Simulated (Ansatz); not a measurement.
# Σ5 (210) boundary in fcc Ni: structure and resistance, part 3 of 3

Wanted: what the Σ5 (210) boundary in fcc Ni costs an interconnect.

Ansatz 0.2.0; Ansatz plane-wave DFT, PBE, PAW files, collinear spin; relaxation of a bicrystal slab with its lowest layers held; PAW set soft_1 (the session's first sound run).

So far. Step 3 (Transmission across the boundary): Nearest the Fermi level spin up passes 1.66 of 1.82 channels of the lower lead and spin down 2.66 of 4.78. Step 4 (Specific resistance): Averaged over the energies near the Fermi level, 64.8 % of the channels pass, which makes 0.137 fΩ m².

## Step 5: Single-crystal slab for reference

The free faces cost energy too. A single-crystal slab with the same faces and held layers is relaxed, so that they cancel.

This step: Ansatz plane-wave DFT, PBE, PAW files, collinear spin; relaxation of a single-crystal slab with its lowest layers held; PAW set soft_1 (Ansatz 0.2.0).

System of this step: Ni slab, plane (2, 1, 0). The cell holds 24 atoms: 24 Ni. Cell: a = 4.316 Å, b = 3.524 Å, c = 29.124 Å, α = 90.0°, β = 90.0°, γ = 65.9°. It derives from Ni. Vacuum lies along c.

input.yaml reads:

```yaml
crystal:
  lattice:
    - [4.3160009268, 0.0, 0.0]
    - [1.4386669756, 3.2169571544, 0.0]
    - [0.0, 0.0, 29.1237781719]
  atoms:
    - { symbol: Ni, position: [0.2, 0.8999999999, 0.171681022], spin: 1.0 }
    - { symbol: Ni, position: [0.8, 0.5999999999, 0.1987376199], spin: 1.0 }
    - { symbol: Ni, position: [0.4, 0.2999999999, 0.2257942178], spin: 1.0 }
    - { symbol: Ni, position: [0.0, 0.9999999999, 0.2528508157], spin: 1.0 }
    - { symbol: Ni, position: [0.6, 0.6999999999, 0.2799074136], spin: 1.0 }
    - { symbol: Ni, position: [0.2, 0.3999999999, 0.3069640115], spin: 1.0 }
    - { symbol: Ni, position: [0.8, 0.0999999999, 0.3340206094], spin: 1.0 }
    - { symbol: Ni, position: [0.4, 0.7999999999, 0.3610772073], spin: 1.0 }
    - { symbol: Ni, position: [0.0, 0.4999999999, 0.3881338052], spin: 1.0 }
    - { symbol: Ni, position: [0.6, 0.1999999999, 0.4151904031], spin: 1.0 }
    - { symbol: Ni, position: [0.2, 0.8999999999, 0.442247001], spin: 1.0 }
    - { symbol: Ni, position: [0.8, 0.5999999999, 0.4693035989], spin: 1.0 }
    - { symbol: Ni, position: [0.4, 0.2999999999, 0.4963601968], spin: 1.0 }
    - { symbol: Ni, position: [0.0, 0.9999999999, 0.5234167947], spin: 1.0 }
    - { symbol: Ni, position: [0.6, 0.6999999999, 0.5504733926], spin: 1.0 }
    - { symbol: Ni, position: [0.2, 0.4, 0.5775299905], spin: 1.0 }
    - { symbol: Ni, position: [0.8, 0.1, 0.6045865883], spin: 1.0 }
    - { symbol: Ni, position: [0.4, 0.8, 0.6316431862], spin: 1.0 }
    - { symbol: Ni, position: [0.0, 0.5, 0.6586997841], spin: 1.0 }
    - { symbol: Ni, position: [0.6, 0.2, 0.685756382], spin: 1.0 }
    - { symbol: Ni, position: [0.2, 0.9, 0.7128129799], spin: 1.0 }
    - { symbol: Ni, position: [0.8, 0.6, 0.7398695778], spin: 1.0 }
    - { symbol: Ni, position: [0.4, 0.3, 0.7669261757], spin: 1.0 }
    - { symbol: Ni, position: [0.0, 0.0, 0.7939827736], spin: 1.0 }
magnetization:
  spin_polarized: true
kpoints:
  mp_grid: { grid: [7, 7, 1] }
hamiltonian:
  xc: pbe
  pseudopotentials: { kind: paw, azcp: { folder: soft_1 } }
scf:
  occupations: { method: fermi_dirac, width: 0.1 }
relax:
  f_tol: 0.03
  max_steps: 80
  constraints: [{ sites: [0, 1, 2, 3] }]
```

Run with:

```bash
ansatz run input.yaml --threads 4 --pin off --max-ram 15360MiB --backend cpu --events-out ev --progress --plain --runs-dir out
```

Numbers of over 12 decimals in the logs are rounded to 6 here.

Log:

```text
Warning: crystal.symmetry: narrowed to the stabiliser of the relax constraints — unitary ops 4 → 2; lowered at sites 0, 1, 2, 3, 20, 21, 22, 23 (the operations that carried what is held of a site onto what its image site leaves free; the constrained walk keeps no symmetry that its constraints do not admit)
[...]
Crystal: 24 atoms, lattice volume = 404.366 Å³
Basis set: ecut = 420 eV, 7829 PW (Γ), exchange–correlation on 60×48×400 points (8 copies of the dense FFT grid, shifted against one another)
Bands: 274, of which v1, the nominal top of the filled ones, is band 216 counted from 1 (215 counted from 0)
Symmetry: 2 space group operations
k-points: 16 of 49 (time reversal used)
[...]
Starting moments: Σ|m| = 24 μB on 24 of 24 sites
[...]
SCF iter   1: F=—  HF=-140132.346954 eV  |F-HF|=—  |Δ(HF+E_count)|=         —  Δρ=3.79e-2 (↑2.30e-2 ↓3.79e-2)  dr2=3.22e1  dr2_m=5.30e-1  M=21.563 μB ∫|m|=22.865 μB  β_m=0.30  ethr=3.10e-3  ⟨swp⟩=6.8  Hψ=35342  notcnv=0  defer=293
[...]
SCF iter  16: F=-140149.747233 eV  HF=-140149.747242 eV  |F-HF|=8.34e-6  |Δ(HF+E_count)|=   6.42e-7  Δρ=1.88e-5 (↑6.72e-6 ↓1.88e-5)  dr2=8.58e-6  dr2_m=1.75e-7  M=15.546 μB ∫|m|=17.713 μB  ethr=5.21e-9  ⟨swp⟩=2.4  Hψ=22268  notcnv=0
SCF 1 converged in 16 iterations: F = -140149.747233 eV  dr2 = 8.58e-6
[...]
relax step   1: F+E_penalty+E_count = -140149.74723327 eV  Δ(F+E_penalty+E_count) = +0.000e0 eV  max|allowed force component| = 8.011e-1 eV/Å  Δτ_max = 0.0000 Å  (16 SCF iters, dr2 threshold 2.25e-5 eV, accepted)
[...]
SCF iter   9: F=-140149.787345 eV  HF=-140149.787360 eV  |F-HF|=1.43e-5  |Δ(HF+E_count)|=   6.00e-8  Δρ=2.04e-5 (↑5.37e-6 ↓2.04e-5)  dr2=1.47e-5  dr2_m=3.48e-7  M=15.526 μB ∫|m|=17.688 μB  ethr=1.06e-9  ⟨swp⟩=1.8  Hψ=24115  notcnv=0
SCF 2 converged in 9 iterations: F = -140149.787345 eV  dr2 = 1.47e-5
[...]
relax step   2: F+E_penalty+E_count = -140149.78734525 eV  Δ(F+E_penalty+E_count) = -4.011e-2 eV  max|allowed force component| = 4.955e-1 eV/Å  Δτ_max = 0.0652 Å  (9 SCF iters, dr2 threshold 4.01e-5 eV, accepted)
SCF iter   1: F=—  HF=-140149.822329 eV  |F-HF|=—  |Δ(HF+E_count)|=         —  Δρ=3.42e-3 (↑1.41e-3 ↓3.42e-3)  dr2=2.70e-1  dr2_m=8.71e-3  M=15.510 μB ∫|m|=17.657 μB  β_m=0.30  ethr=4.40e-4  ⟨swp⟩=5.3  Hψ=18889  notcnv=0  defer=1019
[...]
SCF iter  11: F=-140149.811351 eV  HF=-140149.811352 eV  |F-HF|=1.19e-6  |Δ(HF+E_count)|=   3.18e-7  Δρ=1.24e-5 (↑6.86e-6 ↓1.24e-5)  dr2=1.27e-6  dr2_m=6.43e-8  M=15.496 μB ∫|m|=17.649 μB  ethr=1.43e-9  ⟨swp⟩=2.2  Hψ=24599  notcnv=0
SCF 3 converged in 11 iterations: F = -140149.811351 eV  dr2 = 1.27e-6
relax step   3: F+E_penalty+E_count = -140149.81135115 eV  Δ(F+E_penalty+E_count) = -2.401e-2 eV  max|allowed force component| = 7.128e-2 eV/Å  Δτ_max = 0.0994 Å  (11 SCF iters, dr2 threshold 1.53e-5 eV, accepted)
[...]
relax step   4: F+E_penalty+E_count = -140149.81162253 eV  Δ(F+E_penalty+E_count) = -2.714e-4 eV  max|allowed force component| = 4.166e-2 eV/Å  Δτ_max = 0.0162 Å  (18 SCF iters, accepted)
SCF iter   1: F=—  HF=-140149.812185 eV  |F-HF|=—  |Δ(HF+E_count)|=         —  Δρ=2.08e-4 (↑1.37e-4 ↓2.08e-4)  dr2=3.39e-4  dr2_m=5.56e-5  M=15.498 μB ∫|m|=17.652 μB  β_m=0.65  ethr=8.71e-7  ⟨swp⟩=3.4  Hψ=16219  notcnv=0  defer=1119
[...]
SCF iter   8: F=-140149.811961 eV  HF=-140149.811961 eV  |F-HF|=8.89e-8  |Δ(HF+E_count)|=   6.23e-9  Δρ=3.31e-6 (↑2.38e-6 ↓3.31e-6)  dr2=9.98e-8  dr2_m=5.12e-9  M=15.498 μB ∫|m|=17.652 μB  ethr=2.31e-11  ⟨swp⟩=2.9  Hψ=30082  notcnv=0
SCF 5 converged in 8 iterations: F = -140149.811961 eV  dr2 = 9.98e-8
relax step   5: F+E_penalty+E_count = -140149.81196097 eV  Δ(F+E_penalty+E_count) = -3.384e-4 eV  max|allowed force component| = 2.781e-3 eV/Å  Δτ_max = 0.0070 Å  (8 SCF iters, accepted)
SCF converged after 8 iterations
Magnetization: 15.4976 μB (223.7488 up, 208.2512 down)
Absolute magnetization: 17.6763 μB (∫|ρ↑−ρ↓|, with the PAW one-centre terms)
[...]
Per-site moments (μB) at R_I (Å): [(0.822567, 1.027886), (0.742265, 1.027266), (0.666666, 1.026322), (0.669726, 1.023631), (0.681254, 1.025243), (0.676239, 1.025138), (0.648840, 1.023631), (0.666272, 1.025243), (0.669498, 1.025138), (0.649619, 1.026511), (0.655188, 1.026089), (0.661979, 1.025306), (0.661186, 1.026016), (0.652882, 1.026143), (0.650015, 1.025950), (0.672286, 1.026016), (0.664743, 1.022153), (0.646031, 1.022691), (0.676956, 1.023874), (0.677825, 1.021789), (0.670094, 0.980680), (0.667541, 0.989870), (0.734355, 1.012228), (0.807818, 0.980680)]
Free energy (F): -140149.811961 eV
[...]
Internal energy: -140148.469443 eV  (E = F + TS)
E sigma→0 (E₀):  -140149.140702 eV
Entropy (-TS):   -1.342518 eV (-55.938 meV/atom)
Fermi energy:    10.050773 eV
[...]
--- Forces (eV/Å), atoms counted from 1 ---
  atom   1  Ni    -0.04252305     0.01901689     0.79926217
  atom   2  Ni     0.05392381    -0.02411546     0.00747833
  atom   3  Ni     0.02090376    -0.00934844    -0.49850653
  atom   4  Ni    -0.03094207     0.01383771    -0.30812029
  atom   5  Ni    -0.00024391     0.00010908    -0.00028367
  atom   6  Ni     0.00004885    -0.00002184     0.00017463
  atom   7  Ni     0.00001587    -0.00000710    -0.00019432
  atom   8  Ni     0.00006750    -0.00003018     0.00003226
  atom   9  Ni    -0.00012280     0.00005492     0.00014549
  atom  10  Ni    -0.00012263     0.00005484    -0.00010472
  atom  11  Ni     0.00020719    -0.00009266    -0.00001381
  atom  12  Ni    -0.00021519     0.00009623     0.00000166
  atom  13  Ni    -0.00037559     0.00016797    -0.00016623
  atom  14  Ni     0.00021021    -0.00009401     0.00028275
  atom  15  Ni     0.00012557    -0.00005616    -0.00034803
  atom  16  Ni    -0.00053403     0.00023882     0.00064355
  atom  17  Ni     0.00123418    -0.00055194     0.00050833
  atom  18  Ni    -0.00273015     0.00122096     0.00019576
  atom  19  Ni     0.00117292    -0.00052454    -0.00019485
  atom  20  Ni     0.00057730    -0.00025818     0.00026117
  atom  21  Ni     0.00076261    -0.00034105    -0.00175216
  atom  22  Ni    -0.00118731     0.00053098    -0.00132474
  atom  23  Ni    -0.00219209     0.00098033     0.00278117
  atom  24  Ni     0.00191580    -0.00085677    -0.00072564
  max |Σ_I F_I| component: 3.23e-5 eV/Å
--- Relaxed structure (5 steps of the walk, 5 accepted, 0 SCFs on fresh bases) ---
  F+E_penalty+E_count = -140149.81196097 eV   max|allowed force component| = 2.781e-3 eV/Å
  atoms:
    - { symbol: Ni, position: [0.200000, 0.900000, 0.171681] }
    - { symbol: Ni, position: [0.800000, 0.600000, 0.198738] }
    - { symbol: Ni, position: [0.4, 0.300000, 0.225794] }
    - { symbol: Ni, position: [5.551115123125783e-17, 1.000000, 0.252851] }
    - { symbol: Ni, position: [0.598657, 0.700671, 0.279792] }
    - { symbol: Ni, position: [0.199802, 0.400099, 0.306919] }
    - { symbol: Ni, position: [0.800729, 0.099636, 0.333680] }
    - { symbol: Ni, position: [0.400503, 0.799749, 0.360813] }
    - { symbol: Ni, position: [0.000273493, 0.499863, 0.387869] }
    - { symbol: Ni, position: [0.600277, 0.199861, 0.414834] }
    - { symbol: Ni, position: [0.200132, 0.899934, 0.441809] }
    - { symbol: Ni, position: [0.799871, 0.600064, 0.468794] }
    - { symbol: Ni, position: [0.399488, 0.300256, 0.495867] }
    - { symbol: Ni, position: [-0.000699235, 1.000350, 0.522843] }
    - { symbol: Ni, position: [0.599189, 0.700406, 0.549763] }
    - { symbol: Ni, position: [0.198958, 0.400521, 0.576849] }
    - { symbol: Ni, position: [0.798775, 0.100613, 0.603836] }
    - { symbol: Ni, position: [0.398438, 0.800781, 0.630868] }
    - { symbol: Ni, position: [-0.00127382, 0.500637, 0.657942] }
    - { symbol: Ni, position: [0.601211, 0.199394, 0.684612] }
    - { symbol: Ni, position: [0.200028, 0.899986, 0.711654] }
    - { symbol: Ni, position: [0.792238, 0.603881, 0.740189] }
    - { symbol: Ni, position: [0.395800, 0.302100, 0.764997] }
    - { symbol: Ni, position: [-0.000941414, 0.000470707, 0.788625] }
```

Run time: 9.8 min. Hardware: 4 threads of Intel Xeon 6975P-C (Granite Rapids), shared host; peak memory 3.9 GiB.

Relaxation path:

```tsv
step	energy less that of the first step (eV)	largest force component (eV/Å)
1	0.0000	0.8011
2	-0.0401	0.4955
3	-0.0641	0.0713
4	-0.0644	0.0417
5	-0.0647	0.0028
```

The atoms that moved most (Å):

```tsv
atom	dx	dy	dz	length
Ni24	-0.003	0.002	-0.156	0.156
Ni23	-0.015	0.007	-0.056	0.059
Ni21	0.000	0.000	-0.034	0.034
Ni20	0.004	-0.002	-0.033	0.034
Ni22	-0.028	0.012	0.009	0.032
Ni18	-0.006	0.003	-0.023	0.023
Ni19	-0.005	0.002	-0.022	0.023
Ni17	-0.004	0.002	-0.022	0.022
```

The relaxed structure:

```xyz
24
Lattice="4.3160 0.0000 0.0000 1.4387 3.2170 0.0000 0.0000 0.0000 29.1238" Properties=species:S:1:pos:R:3
Ni    2.1580    2.8953    5.0000
Ni    4.3160    1.9302    5.7880
Ni    2.1580    0.9651    6.5760
Ni    1.4387    3.2170    7.3640
Ni    3.5918    2.2540    8.1486
Ni    1.4380    1.2871    8.9386
Ni    3.5993    0.3205    9.7180
Ni    2.8791    2.5728   10.5082
Ni    0.7203    1.6080   11.2962
Ni    2.8783    0.6429   12.0815
Ni    2.1585    2.8950   12.8671
Ni    4.3155    1.9304   13.6530
Ni    2.1562    0.9659   14.4415
Ni    1.4362    3.2181   15.2272
Ni    3.5937    2.2532   16.0112
Ni    1.4349    1.2885   16.8000
Ni    3.5923    0.3237   17.5860
Ni    2.8717    2.5761   18.3733
Ni    0.7148    1.6105   19.1618
Ni    2.8817    0.6414   19.9385
Ni    2.1581    2.8952   20.7261
Ni    4.2881    1.9427   21.5571
Ni    2.1429    0.9718   22.2796
Ni   -0.0034    0.0015   22.9677
```

Numbers from this step:

```
free energy             : -140149.8120 eV
energy at zero smearing : -140149.1407 eV
Fermi energy            : 10.05 eV
magnetization           : 15.50 μB
absolute magnetization  : 17.68 μB
```

The largest force component on a free atom ends at 0.0028 eV/Å, under the tolerance of 0.03, after 5 steps.

## Step 6: Bulk reference

The perfect crystal gives the energy per atom, for the atoms by which bicrystal and slab differ.

This step: Ansatz plane-wave DFT, PBE, PAW files, collinear spin; bulk reference; PAW set soft_1 (Ansatz 0.2.0).

System of this step: Ni. It takes space group Fm-3m (No. 225, cubic). The conventional cell has a = 3.524 Å, b = 3.524 Å, c = 3.524 Å, α = 90.00°, β = 90.00°, γ = 90.00°. Nearest to Ni lie 12 Ni at 2.49 Å.

input.yaml, the sections that differ from step 5:

```yaml
crystal:
  lattice:
    - [0.0, 1.762, 1.762]
    - [1.762, 0.0, 1.762]
    - [1.762, 1.762, 0.0]
  atoms:
    - { symbol: Ni, position: [0.0, 0.0, 0.0], spin: 1.0 }
kpoints:
  mp_grid: { grid: [21, 21, 21] }
# magnetization, hamiltonian, scf: as in step 5
# relax: removed
```

Log:

```text
[...]
Crystal: 1 atoms, lattice volume = 10.941 Å³
Basis set: ecut = 420 eV, 181 PW (Γ)
Bands: 14, of which v1, the nominal top of the filled ones, is band 9 counted from 1 (8 counted from 0)
Symmetry: 48 space group operations
[...]
k-points: 286 of 9261
[...]
Starting moments: Σ|m| = 1 μB on 1 of 1 site
[...]
SCF iter   1: F=—  HF=-5839.121648 eV  |F-HF|=—  |Δ(HF+E_count)|=         —  Δρ=5.33e-2 (↑5.14e-2 ↓5.33e-2)  dr2=6.62e-1  dr2_m=8.32e-3  M=0.821 μB ∫|m|=0.879 μB  β_m=0.30  ethr=3.10e-3  ⟨swp⟩=3.4  Hψ=35325  notcnv=0
[...]
SCF iter  11: F=-5839.751766 eV  HF=-5839.751766 eV  |F-HF|=7.12e-10  |Δ(HF+E_count)|=   2.64e-9  Δρ=2.24e-6 (↑1.50e-6 ↓2.24e-6)  dr2=8.64e-10  dr2_m=1.63e-11  M=0.624 μB ∫|m|=0.713 μB  ethr=4.68e-12  ⟨swp⟩=1.0  Hψ=23670  notcnv=0
SCF 1 converged in 11 iterations: F = -5839.751766 eV  dr2 = 8.64e-10
[...]
SCF converged after 11 iterations
Magnetization: 0.6244 μB (9.3122 up, 8.6878 down)
Absolute magnetization: 0.7139 μB (∫|ρ↑−ρ↓|, with the PAW one-centre terms)
[...]
Per-site moments (μB) at R_I (Å): [(0.662368, 1.027886)]
Free energy (F): -5839.751766 eV
[...]
Internal energy: -5839.697746 eV  (E = F + TS)
E sigma→0 (E₀):  -5839.724756 eV
Entropy (-TS):   -0.054020 eV (-54.020 meV/atom)
Fermi energy:    17.818625 eV
[...]
```

Wall time 1.3 s (4 threads); peak memory 0.38 GiB.

Numbers from this step:

```
free energy             : -5839.7518 eV
energy at zero smearing : -5839.7248 eV
Fermi energy            : 17.82 eV
magnetization           : 0.6244 μB
absolute magnetization  : 0.7139 μB
site moments            : 0.6624 μB
```

The cell carries a net spin moment of 0.62 μB and an absolute one of 0.71 μB.

## Step 7: Boundary energy

This step: Ansatz plane-wave DFT, PBE, PAW files, collinear spin; bicrystal less single-crystal slab less bulk atoms, a boundary area; PAW set soft_1 (Ansatz 0.2.0).

Numbers from this step:

```yaml
excess_energy_of_the_cell: 1.132 eV
boundary_energy: 1.307 J/m²
```

The boundary costs 1.3 J/m².

By hand: 1.13 eV / 13.88 Å² × 16.02 = 1.31 J/m².

## Step 8: What came out

```
specific resistance of the boundary : 0.137 fΩ m²
share of channels that pass         : 0.648
boundary energy                     : 1.31 J/m²
```

The boundary has a specific resistance of 0.14 fΩ m² and an energy of 1.3 J/m². The boundary reflects 35 % of the channels; 0.14 fΩ m² is 1.4×10⁻¹² Ω·cm². That equals the resistance of 1.9 nm of bulk Ni at 300 K (measured 7.2 µΩ cm, CRC Handbook of Chemistry and Physics, 84th ed., 2003, Electrical Resistivity of Pure Metals). In the relaxation the upper grain slid sideways by about 0.8 Å, so the result belongs to the position that it found, not to the starting one. One starting structure was relaxed; another shift or atom count at the boundary may lie lower. One magnetic start was tried, and the two spins conduct in parallel without mixing.

[Logs are printed without paths, hosts, clocks, repeated set-up lines and the standing remarks that a program may print on its own settings, such as how far it seeks lower states.]

[Hosts, paths, dates, database ids (printed as entryN), source tags and the programs' standing remarks are cut or masked in the printed files.]
